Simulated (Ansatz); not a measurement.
# Structures of CaSe: which is lowest?

Plane-wave DFT in Ansatz with scalar-relativistic PAW potentials, cutoff 420 eV, Γ-centred meshes chosen by cell and gap, Gaussian smearing with energies taken to zero width. Every cell was relaxed (cell and atoms) in a run of its own, within the symmetry of its start. Functional: PBE.

Relaxed structures (starts from databases or built by putting these elements on another compound's sites):
A. P6_3/mmc, 4 atoms in the computed cell, a = 5.027 Å, c = 5.896 Å; sites (symmetry × multiplicity) Ca -6m2 × 2, Se -6m2 × 2; start: built
B. Fm-3m, 2 atoms in the computed cell, a = 5.958 Å; sites (symmetry × multiplicity) Ca m-3m × 4, Se m-3m × 4; start: database
C. Pm-3m, 2 atoms in the computed cell, a = 3.650 Å; sites (symmetry × multiplicity) Ca m-3m × 1, Se m-3m × 1; start: built
D. F-43m, 2 atoms in the computed cell, a = 6.588 Å; sites (symmetry × multiplicity) Ca -43m × 4, Se -43m × 4; start: built

Rank them by energy. Could pressure change the order?

```tsv
structure	group	E − E(lowest) (meV/atom)	V (Å³/atom)	gap on mesh (eV)
B	Fm-3m	0.0	26.44	2.08
A	P6_3/mmc	117	32.26	2.48
D	F-43m	259	35.74	3.17
C	Pm-3m	343	24.32	0.79
```

B is lowest, 117 meV/atom under A. C is denser by 2.12 Å³/atom, so pressure favours it: ΔE/ΔV, with ΔE in eV and 1 eV/Å³ = 160.2 GPa, gives about 26 GPa for equal enthalpy if both cells were rigid; at such pressures compression changes ΔV much, so this is a scale only. Other structures may lie lower than all of these, and vibrations aren't counted.